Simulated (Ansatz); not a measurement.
**In, one cell by several methods**

```
In
1.0
     0.00000    3.36477    3.36477
     3.36477    0.00000    3.36477
     3.36477    3.36477    0.00000
In
2
Cartesian
  0.0000 0.0000 0.0000
  1.6824 1.6824 1.6824
```

Atom numbers follow the list: In1, In2.

The cell was built from the diamond type and relaxed in the same program, and has space group Fd-3m; it needn't be a known or the stable phase.

No spin–orbit coupling, which matters for the heavy atoms here.

Methods: DFT, PBE, PAW with Ansatz's default frozen-core files, scalar-relativistic (Ansatz 0.2.0); DFT, PBE, all-electron PAW with datasets made for the crystal, scalar-relativistic (Ansatz 0.2.0); DFT, PBE, all-electron LAPW, scalar-relativistic (Ansatz 0.2.0).

For PAW: a Γ-centred 9×9×9 k mesh, Fermi–Dirac smearing of 0.05 eV, cutoff 420 eV, no spin polarisation. The crystal-made all-electron datasets (AE datasets) take a cutoff of 240 eV at this cell. LAPW targets a basis error of 0.25 meV/atom. The Ansatz runs share mesh, smearing and spin set-up. Plane-wave (PAW) pressures include the program's estimate of the Pulay term.

Stress and pressure are positive in compression.

Levels count from the Fermi level.

| quantity | PAW | AE datasets | LAPW |
| --- | --- | --- | --- |
| pressure (GPa) | -0.02 | -0.01 | -0.02 |
| highest filled level at X (eV) | -0.413 | -0.413 | -0.413 |
| lowest empty level at X (eV) | 2.403 | 2.403 | 2.403 |
| highest filled level at L (eV) | -3.880 | -3.880 | -3.880 |
| lowest empty level at L (eV) | 0.989 | 0.989 | 0.989 |
| highest filled level at K (eV) | -0.044 | -0.044 | -0.044 |
| lowest empty level at K (eV) | 2.710 | 2.709 | 2.709 |
